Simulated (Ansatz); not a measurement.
**Calculated quadrupolar parameters for ZnS at a changed volume**

The cell is a COD entry, relaxed with PBE at fixed cell and then changed (volume scaled by 1.06, ions relaxed).

```
Zn S
1.0
     3.89767    0.00000    0.00000
    -1.94884    3.37548    0.00000
     0.00000    0.00000    6.38349
Zn S
2 2
Direct
  0.33333 0.66667 0.00000
  0.66667 0.33333 0.50000
  0.33333 0.66667 0.37480
  0.66667 0.33333 0.87480
```

Atom numbers follow the list; atoms alike are taken as one site, whose name carries the number of the first.

All values are calculated (Ansatz; DFT, PBE, plane waves and PAW, scalar-relativistic, 420 eV cutoff, Γ-centred 13×13×7 k-points, Fermi–Dirac smearing 0.02 eV), not measured.

Conventions: |V_zz| ≥ |V_yy| ≥ |V_xx|, η = (V_xx − V_yy)/V_zz, C_Q = eQV_zz/h.

67Zn: I = 5/2, Q = 122.0 mb; ³³S: I = 3/2, Q = -69.40 mb. Q values from Pyykkö, Mol. Phys. 116, 1328 (2018).

```tsv
site	atoms (order as listed)	first shell	V_zz (10²¹ V/m²)	η	C_Q (MHz)
Zn	1, 2	4 S at 2.39 Å	0.052	0.00	0.152
S	3, 4	4 Zn at 2.39 Å	0.21	0.00	-0.347
```

An axis of threefold or higher order runs through Zn and S, so V_zz lies along it and η is zero.

The relaxation (2 steps) took 17 s of wall time (16 s of CPU time) and 0.49 GiB at its peak, on 1 thread of Intel Xeon 6975P-C (Granite Rapids) (x86_64; 16 cores open to the job, memory cap 3.0 GiB, no GPU), a shared host with a load of 1.5 a core.
